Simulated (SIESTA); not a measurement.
Input of a SIESTA 5.4.2 run:

V.fdf

```
SystemName                      V
SystemLabel                     V
NumberOfSpecies                 1
NumberOfAtoms                   1
%block ChemicalSpeciesLabel
  1  23 V
%endblock ChemicalSpeciesLabel

LatticeConstant                 1.0 Ang
%block LatticeVectors
    -1.5143500000     1.5143500000     1.5143500000
     1.5143500000    -1.5143500000     1.5143500000
     1.5143500000     1.5143500000    -1.5143500000
%endblock LatticeVectors
AtomicCoordinatesFormat         Fractional
%block AtomicCoordinatesAndAtomicSpecies
     0.0000000000     0.0000000000     0.0000000000  1  V
%endblock AtomicCoordinatesAndAtomicSpecies

%block kgrid.MonkhorstPack
   12   0   0  0.0
    0  12   0  0.0
    0   0  12  0.0
%endblock kgrid.MonkhorstPack
XC.Functional                   LDA
XC.Authors                      PW92
PAO.BasisSize                   DZP
PAO.EnergyShift                 0.003 Ry
Mesh.Cutoff                     800 Ry
Spin                            polarized
%block DM.InitSpin
    1   2.000
%endblock DM.InitSpin
OccupationFunction              FD
ElectronicTemperature           0.05 eV
MaxSCFIterations                200
SCF.MustConverge                false
SCF.Mixer.Method                Pulay
SCF.Mixer.Weight                0.1
SCF.Mixer.History               10
SCF.DM.Tolerance                5.0e-05
SCF.H.Tolerance                 1.0e-03 eV
WriteForces                     true
Charge.Mulliken                 end
BandLinesScale                  ReciprocalLatticeVectors
%block BandLines
    1    0.000000   0.000000   0.000000  \Gamma
   17    0.500000  -0.500000   0.500000  H
   12    0.000000   0.000000   0.500000  N
   12    0.000000   0.000000   0.000000  \Gamma
   15    0.250000   0.250000   0.250000  P
   15    0.500000  -0.500000   0.500000  H
    1    0.250000   0.250000   0.250000  P
    9    0.000000   0.000000   0.500000  N
%endblock BandLines
%block PAO.Basis
  V 5
  n=3 0 2
    3.003 0.000
  n=4 0 2
    8.378 0.000
  n=3 1 2
    3.387 0.000
  n=4 1 1
    8.378
  n=3 2 2
    5.749 0.000
%endblock PAO.Basis
```

Potentials or basis: PseudoDojo 0.4 standard (LDA files), DZP (energy shift 0.003 Ry; two zetas on semicore shells).

The run is started by

```bash
$ siesta < V.fdf > V.out 2>&1
```

(1) Predict the band gap on the k mesh.

(2) Predict the net moment.

(3) What does it give for the pressure?

## Answers

(1) none (metal or under the smearing width).

(2) 0.00 μB per cell.

(3) -17.2 GPa.

Caveat: the basis of atomic orbitals isn't converged, which shifts pressures, moduli and gaps.
